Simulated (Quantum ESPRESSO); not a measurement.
**RbBr under changes of volume**

One of the cells (40.248 Å³/atom); the others are scaled copies at fixed shape and fractional positions:

```
CELL_PARAMETERS angstrom
0.00000 3.42700 3.42700
3.42700 0.00000 3.42700
3.42700 3.42700 0.00000
ATOMIC_POSITIONS crystal
Rb 0.00000 0.00000 0.00000
Br 0.50000 0.50000 0.50000
```

| Property | Result |
| --- | --- |
| Program | Quantum ESPRESSO 7.5 |
| Functional | r2SCAN |
| Potentials or basis | SG15 PBE 1.2 |
| Cutoff | 626 eV |
| Density cutoff | 2503 eV |
| k mesh | 5 × 5 × 5 |
| Occupations | fermi-dirac, width 0.05 eV |
| Spin | no spin polarisation |

```csv
volume (Å³/atom),energy over the lowest point (meV/atom),pressure (GPa),gap on the mesh (eV)
37.833,?,?,?
38.638,10.46,1.2,4.95
39.443,5.26,0.8,4.89
40.248,1.91,0.5,4.84
41.053,0.23,0.2,4.79
41.858,0.00,-0.1,4.74
42.663,1.08,-0.4,4.70
```

Q: What does the run at 37.833 Å³/atom give?

A: Energy over the lowest point 17.75 meV/atom; pressure 1.7 GPa; gap on the mesh 5.00 eV.

Worked out: A Birch-Murnaghan fit of order 3 (a polynomial in V^(-2/3)) to the other rows has its minimum at 41.58 Å³/atom with B0 = V·E''(V) = 13.9 GPa and B' = 5.2. It gives 17.76 meV/atom at 37.833 Å³/atom, against the run's 17.75, and -dE/dV = 1.7 GPa, against 1.7. A straight line through the other rows of the gap, of slope -2.52 eV per unit of ln V (its deformation potential), extrapolates to 5.00 eV, against the run's 5.00.

Energies are extrapolated to zero smearing.

Caveats: the potentials were made for another functional, which shifts forces and pressure.

Spin-orbit coupling on Br, Rb is left out.
